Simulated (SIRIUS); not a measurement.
# Ag (P6_3/mmc) in SIRIUS: convergence with gk cutoff, part 2 of 2

SIRIUS 7.12.0. The steps go on from the part before.

## 7. With gk cutoff 3.64 1/bohr

sirius.json

```json
{
  "control": {
    "processing_unit": "cpu",
    "std_evp_solver_name": "lapack",
    "gen_evp_solver_name": "lapack",
    "verbosity": 2,
    "print_forces": true,
    "ortho_rf": true,
    "use_second_variation": true,
    "rmt_max": 3.0,
    "num_bands_to_print": 24,
    "save_wf": true
  },
  "parameters": {
    "electronic_structure_method": "full_potential_lapwlo",
    "xc_functionals": ["XC_GGA_X_PBE", "XC_GGA_C_PBE"],
    "core_relativity": "dirac",
    "valence_relativity": "iora",
    "num_fv_states": 30,
    "smearing": "fermi_dirac",
    "smearing_width": 0.0018374661,
    "pw_cutoff": 20,
    "gk_cutoff": 3.64,
    "lmax_apw": 11,
    "lmax_rho": 8,
    "lmax_pot": 8,
    "num_mag_dims": 0,
    "auto_rmt": 0,
    "ngridk": [10, 10, 6],
    "shiftk": [0, 0, 0],
    "num_dft_iter": 80,
    "energy_tol": 1e-07,
    "density_tol": 1e-05,
    "use_symmetry": true
  },
  "settings": {"tol_ne": 1e-10},
  "iterative_solver": {"type": "exact"},
  "mixer": {"type": "anderson", "beta": 0.5, "max_history": 8},
  "unit_cell": {
    "lattice_vectors": [[5.5368975452, 0.0, 0.0], [-2.7684487726, 4.7950939323, 0.0], [0.0, 0.0, 9.051788137]],
    "atom_types": ["Ag"],
    "atom_files": {"Ag": "Ag.json"},
    "atoms": {"Ag": [[0.6666666667, 0.3333333333, 0.75], [0.3333333333, 0.6666666667, 0.25]]}
  }
}
```

Ag.json

```json
{
  "name": "silver",
  "symbol": "Ag",
  "number": 47,
  "mass": 107.8682,
  "rmin": 1e-06,
  "rmt": 2.54,
  "nrmt": 800,
  "rinf": 15.52,
  "core": "1s2s2p3s3p3d",
  "valence": [
    {"basis": [{"enu": 0.03, "dme": 0, "n": 0, "auto": 0}, {"enu": 0.03, "dme": 1, "n": 0, "auto": 0}]},
    {"l": 0, "n": 1, "basis": [{"enu": 0.13, "dme": 0, "n": 0, "auto": 0}]},
    {"l": 1, "n": 2, "basis": [{"enu": 0.13, "dme": 0, "n": 0, "auto": 0}]},
    {"l": 2, "n": 3, "basis": [{"enu": 0.1251, "dme": 0, "n": 0, "auto": 0}]},
    {"l": 3, "n": 4, "basis": [{"enu": 0.13, "dme": 0, "n": 0, "auto": 0}]}
  ],
  "lo": [
    {"l": 0, "basis": [{"enu": 0.13, "dme": 0, "n": 0, "auto": 0}, {"enu": 0.13, "dme": 1, "n": 0, "auto": 0}]},
    {
      "l": 0,
      "basis": [{"enu": -3.1797, "dme": 0, "n": 4, "auto": 1}, {"enu": -3.1797, "dme": 1, "n": 4, "auto": 1}]
    },
    {
      "l": 0,
      "basis": [{"enu": -3.1797, "dme": 1, "n": 4, "auto": 1}, {"enu": 0.13, "dme": 0, "n": 0, "auto": 0}]
    },
    {"l": 0, "basis": [{"enu": 0.13, "dme": 0, "n": 0, "auto": 0}, {"enu": 2.61, "dme": 0, "n": 0, "auto": 0}]},
    {"l": 1, "basis": [{"enu": 0.13, "dme": 0, "n": 0, "auto": 0}, {"enu": 0.13, "dme": 1, "n": 0, "auto": 0}]},
    {
      "l": 1,
      "basis": [{"enu": -1.8495, "dme": 0, "n": 4, "auto": 1}, {"enu": -1.8495, "dme": 1, "n": 4, "auto": 1}]
    },
    {
      "l": 1,
      "basis": [{"enu": -1.8495, "dme": 1, "n": 4, "auto": 1}, {"enu": 0.13, "dme": 0, "n": 0, "auto": 0}]
    },
    {"l": 1, "basis": [{"enu": 0.13, "dme": 0, "n": 0, "auto": 0}, {"enu": 2.982, "dme": 0, "n": 0, "auto": 0}]},
    {
      "l": 2,
      "basis": [{"enu": 0.1251, "dme": 0, "n": 0, "auto": 0}, {"enu": 0.1251, "dme": 1, "n": 0, "auto": 0}]
    },
    {
      "l": 2,
      "basis": [{"enu": 0.1251, "dme": 1, "n": 0, "auto": 0}, {"enu": 0.1251, "dme": 2, "n": 0, "auto": 0}]
    },
    {
      "l": 2,
      "basis": [{"enu": 0.1251, "dme": 0, "n": 0, "auto": 0}, {"enu": 2.5431, "dme": 0, "n": 0, "auto": 0}]
    },
    {"l": 3, "basis": [{"enu": 0.13, "dme": 0, "n": 0, "auto": 0}, {"enu": 0.13, "dme": 1, "n": 0, "auto": 0}]},
    {"l": 3, "basis": [{"enu": 0.13, "dme": 0, "n": 0, "auto": 0}, {"enu": 2.827, "dme": 0, "n": 0, "auto": 0}]}
  ],
  "free_atom": [... radial grid and density of the free atom, the start of the SCF ...]
}
```

sirius_start.json

```json
{
  "control": {
    "processing_unit": "cpu",
    "std_evp_solver_name": "lapack",
    "gen_evp_solver_name": "lapack",
    "verbosity": 1,
    "print_forces": false,
    "ortho_rf": true,
    "use_second_variation": true,
    "rmt_max": 3.0,
    "num_bands_to_print": 24,
    "save_wf": false
  },
  "parameters": {
    "electronic_structure_method": "full_potential_lapwlo",
    "xc_functionals": ["XC_LDA_X", "XC_LDA_C_PW"],
    "core_relativity": "dirac",
    "valence_relativity": "iora",
    "num_fv_states": 30,
    "smearing": "fermi_dirac",
    "smearing_width": 0.0055123983,
    "pw_cutoff": 20,
    "gk_cutoff": 2.77,
    "lmax_apw": 11,
    "lmax_rho": 8,
    "lmax_pot": 8,
    "num_mag_dims": 0,
    "auto_rmt": 0,
    "ngridk": [4, 4, 2],
    "shiftk": [0, 0, 0],
    "num_dft_iter": 30,
    "energy_tol": 0.01,
    "density_tol": 0.05,
    "use_symmetry": true
  },
  "settings": {"tol_ne": 1e-10},
  "iterative_solver": {"type": "exact"},
  "mixer": {"type": "anderson", "beta": 0.5, "max_history": 8},
  "unit_cell": {
    "lattice_vectors": [[5.5368975452, 0.0, 0.0], [-2.7684487726, 4.7950939323, 0.0], [0.0, 0.0, 9.051788137]],
    "atom_types": ["Ag"],
    "atom_files": {"Ag": "Ag.json"},
    "atoms": {"Ag": [[0.6666666667, 0.3333333333, 0.75], [0.3333333333, 0.6666666667, 0.25]]}
  }
}
```

Command:

```sh
$ OMP_NUM_THREADS=1 sirius.scf --input=sirius_start.json --output=start.json
$ OMP_NUM_THREADS=1 sirius.scf --input=sirius.json --output=output.json --task=1
```

Wall time 63 s (1 thread of Arm Neoverse V1, shared host); peak memory 0.49 GiB.

Results (log left out):

```yaml
Free_energy: -289382.6101 eV
Band_gap_on_the_k_mesh: none (metal or under the smearing width)
All_electrons_inside_the_program's_atomic_spheres: Ag 45.82 (radii Ag 2.54 bohr)
```

## 8. With gk cutoff 3.98 1/bohr

sirius.json: that of step 7 with these lines changed.

```diff
@@ -21,5 +21,5 @@
     "smearing_width": 0.0018374661,
-    "pw_cutoff": 20,
-    "gk_cutoff": 3.64,
-    "lmax_apw": 11,
+    "pw_cutoff": 21,
+    "gk_cutoff": 3.98,
+    "lmax_apw": 12,
     "lmax_rho": 8,
```

Ag.json is that of step 7.

sirius_start.json: that of step 7 with these lines changed.

```diff
@@ -21,5 +21,5 @@
     "smearing_width": 0.0055123983,
-    "pw_cutoff": 20,
+    "pw_cutoff": 21,
     "gk_cutoff": 2.77,
-    "lmax_apw": 11,
+    "lmax_apw": 12,
     "lmax_rho": 8,
```

Potentials or basis: all-electron FP-LAPW, apw+lo standard.

Command:

```sh
$ OMP_NUM_THREADS=1 sirius.scf --input=sirius_start.json --output=start.json
$ OMP_NUM_THREADS=1 sirius.scf --input=sirius.json --output=output.json --task=1
```

What it wrote:

```text
[info] SIRIUS version : 7.12.0
[info] number of MPI ranks           : 1
[info] MPI grid                      : 1 1
[info] maximum number of OMP threads : 1
[fft] FFT context for density and potential
[fft] =====================================
[fft]   plane wave cutoff                     : 21
[fft]   grid size                             : 40 40 64   total : 102400
[fft]   grid limits                           : -19 20   -19 20   -31 32
[fft]   number of G-vectors within the cutoff : 37615
[fft]   number of G-shells                    : 1928
[fft] FFT context for coarse grid
[fft] =====================================
[fft]   plane wave cutoff                     : 7.96
[fft]   grid size                             : 18 18 25   total : 8100
[fft]   grid limits                           : -8 9   -8 9   -12 12
[fft]   number of G-vectors within the cutoff : 1985
[fft]   number of G-shells                    : 138
[unit cell] lattice vectors
[unit cell]   a1 :       5.5368975452      0.0000000000      0.0000000000
[unit cell]   a2 :      -2.7684487726      4.7950939323      0.0000000000
[unit cell]   a3 :       0.0000000000      0.0000000000      9.0517881370
[unit cell] reciprocal lattice vectors
[unit cell]   b1 :       1.1347844629      0.6551681151     -0.0000000000
[unit cell]   b2 :       0.0000000000      1.3103362303      0.0000000000
[unit cell]   b3 :       0.0000000000     -0.0000000000      0.6941374690
[unit cell] unit cell volume :       240.32446653 [a.u.^3]
[unit cell] 1/sqrt(omega)    :         0.06450613
[unit cell] MT volume        :       137.28394634 (57.12%)
[unit cell] IT volume        :       103.04052020 (42.88%)
[unit cell] number of atom types : 1
[unit cell] type id : 0 symbol : Ag mt_radius :   2.540000 num_atoms : 2
[unit cell] total number of atoms : 2
[unit cell] number of symmetry classes : 1
[unit cell] atom id  type id  class id             position                      vector_field
[unit cell] ------------------------------------------------------------------------------------------
[unit cell]      0        0        0      0.66667   0.33333   0.75000      0.00000   0.00000   0.00000
[unit cell]      1        0        0      0.33333   0.66667   0.25000      0.00000   0.00000   0.00000
[unit cell] atom id         position (Cartesian, a.u.)
[unit cell] ---------------------------------------------
[unit cell]      0       2.768449    1.598365    6.788841
[unit cell]      1      -0.000000    3.196729    2.262947
[unit cell] class id : 0 atom id : 0 1
[unit cell] minimum bond length:     5.536898
[sym] space group number   : 194
[sym] international symbol : P6_3/mmc
[sym] Hall symbol          : -P 6c 2c
[... 304 lines left out ...]
[diagonalize] ik:   54   -3.142837   -3.142837   -1.803175   -1.803175   -1.801187   -1.801187   -1.799768   -1.799768    0.022972    0.022972    0.042467    0.042467    0.071508    0.071508    0.096320    0.096320    0.121365    0.121365    0.317265    0.317265    0.402123    0.402123    0.544374    0.544374
[diagonalize] ik:   55   -3.142827   -3.142827   -1.802886   -1.802886   -1.801639   -1.801639   -1.799738   -1.799738    0.029879    0.029879    0.047808    0.047808    0.065739    0.065739    0.085882    0.085882    0.120881    0.120881    0.340423    0.340423    0.446366    0.446366    0.458492    0.458492
[generate_core_charge_density] atom class : 0
[generate_core_charge_density]   n,l,k : 1 0 1  energy :        -930.02450373
[generate_core_charge_density]   n,l,k : 2 0 1  energy :        -136.60742013
[generate_core_charge_density]   n,l,k : 2 1 1  energy :        -126.92248235
[generate_core_charge_density]   n,l,k : 2 1 2  energy :        -120.47852433
[generate_core_charge_density]   n,l,k : 3 0 1  energy :         -24.76251937
[generate_core_charge_density]   n,l,k : 3 1 1  energy :         -20.91027003
[generate_core_charge_density]   n,l,k : 3 1 2  energy :         -19.77293290
[generate_core_charge_density]   n,l,k : 3 2 2  energy :         -12.95516139
[generate_core_charge_density]   n,l,k : 3 2 3  energy :         -12.72611215
[find] Total energy                   :  -10634.61502662 (Ha),  -21269.23005324 (Ry)
[find] iteration : 1, RMS (target) : 2.0161e-01 (1.0000e-05) , energy difference (target) : -1.1248e-04 (1.0000e-07)
[find] Total energy                   :  -10634.61510104 (Ha),  -21269.23020207 (Ry)
[find] iteration : 2, RMS (target) : 3.3309e-02 (1.0000e-05) , energy difference (target) : -7.4413e-05 (1.0000e-07)
[find] Total energy                   :  -10634.61528562 (Ha),  -21269.23057125 (Ry)
[find] iteration : 3, RMS (target) : 3.2921e-03 (1.0000e-05) , energy difference (target) : -1.8459e-04 (1.0000e-07)
[find] Total energy                   :  -10634.61529394 (Ha),  -21269.23058789 (Ry)
[find] iteration : 4, RMS (target) : 2.1632e-04 (1.0000e-05) , energy difference (target) : -8.3207e-06 (1.0000e-07)
[... 15 lines left out ...]
[find] valence_eval_sum               :     -31.76803734
[find] core_eval_sum                  :   -6334.35252809
[find] kinetic energy                 :   11126.52117904
[find] enuc                           :  -12910.85283049
[find] <rho|V^{XC}>                   :    -390.02053199
[find] <rho|E^{XC}>                   :    -298.97302621
[find] <mag|B^{XC}>                   :       0.00000000
[find] <rho|V^{H}>                    :  -17102.62121246
[find] smearing (-TS)                 :      -0.00020057
[find] SCF correction                 :      -0.00000986
[find] Total energy                   :  -10634.61529375 (Ha),  -21269.23058751 (Ry)
[find] Free energy (E-TS)             :  -10634.61549432 (Ha),  -21269.23098864 (Ry)
[find] band gap (eV)                  :       0.00000000
[find] Efermi                         :       0.24981534
[find] iteration : 7, RMS (target) : 1.2146e-06 (1.0000e-05) , energy difference (target) : 9.4769e-09 (1.0000e-07)
[find] converged after 8 SCF iterations!
[find] Charges and magnetic moments
[find] --------------------------------------------------------------------------------
[find] atom      charge    core leakage
[find] --------------------------------------------------------------------------------
[find]    0   45.817447    2.343697e-09
[find]    1   45.817447    2.343697e-09
[find] total core leakage    : 4.68739391e-09
[find] interstitial charge   : 2.365102
[find] total charge          : 93.999996
[find] Energy
[find] --------------------------------------------------------------------------------
[find] valence_eval_sum               :     -31.76803734
[find] core_eval_sum                  :   -6334.35252809
[find] kinetic energy                 :   11126.52117904
[find] enuc                           :  -12910.85283049
[find] <rho|V^{XC}>                   :    -390.02053199
[find] <rho|E^{XC}>                   :    -298.97302621
[find] <mag|B^{XC}>                   :       0.00000000
[find] <rho|V^{H}>                    :  -17102.62121246
[find] smearing (-TS)                 :      -0.00020057
[find] SCF correction                 :      -0.00000986
[find] Total energy                   :  -10634.61529375 (Ha),  -21269.23058751 (Ry)
[find] Free energy (E-TS)             :  -10634.61549432 (Ha),  -21269.23098864 (Ry)
[find] band gap (eV)                  :       0.00000000
[find] Efermi                         :       0.24981534
[ground_state]
[ground_state] ==== total Forces in Ha/bohr =====
[ground_state] atom:    0, force:       0.0000000      0.0000000      0.0000000
[ground_state] atom:    1, force:       0.0000000     -0.0000000     -0.0000000
[ground_state] ==== contribution from density =====
[ground_state] atom:    0, force:       0.0000000     -0.0000000      0.0000000
[ground_state] atom:    1, force:       0.0000000      0.0000000      0.0000000
[ground_state] ==== contribution from Hartree potential =====
[ground_state] atom:    0, force:       0.0000000     -0.0000000      0.0000000
[ground_state] atom:    1, force:       0.0000000      0.0000000      0.0000000
[ground_state] ==== contribution from IBS =====
[ground_state] atom:    0, force:       0.0000000      0.0000000      0.0000000
[ground_state] atom:    1, force:       0.0000000     -0.0000000     -0.0000000
```

Wall time 91 s (1 thread of Arm Neoverse V1, shared host); peak memory 0.6 GiB.

What came out:

```yaml
Free_energy: -289382.6298 eV
Band_gap_on_the_k_mesh: none (metal or under the smearing width)
All_electrons_inside_the_program's_atomic_spheres: Ag 45.82 (radii Ag 2.54 bohr)
```

## 9. The series at a glance

| gk cutoff | energy less the tightest run, at zero smearing (meV/atom) | SCF cycles | CPU time (s) | peak memory (GiB) |
| --- | --- | --- | --- | --- |
| 1.91 1/bohr | 4986.75 | 8 | 29 | 0.36 |
| 2.25 1/bohr | 1903.24 | 8 | 32 | 0.37 |
| 2.6 1/bohr | 626.06 | 8 | 35 | 0.38 |
| 2.94 1/bohr | 191.42 | 8 | 38 | 0.4 |
| 3.29 1/bohr | 47.61 | 8 | 45 | 0.42 |
| 3.64 1/bohr | 9.83 | 8 | 62 | 0.49 |
| 3.98 1/bohr | 0.00 | 8 | 91 | 0.6 |

Not settled before the last step: the energy (to 1 meV/atom). The tightest run that finished is the yardstick and may itself not be fully converged.
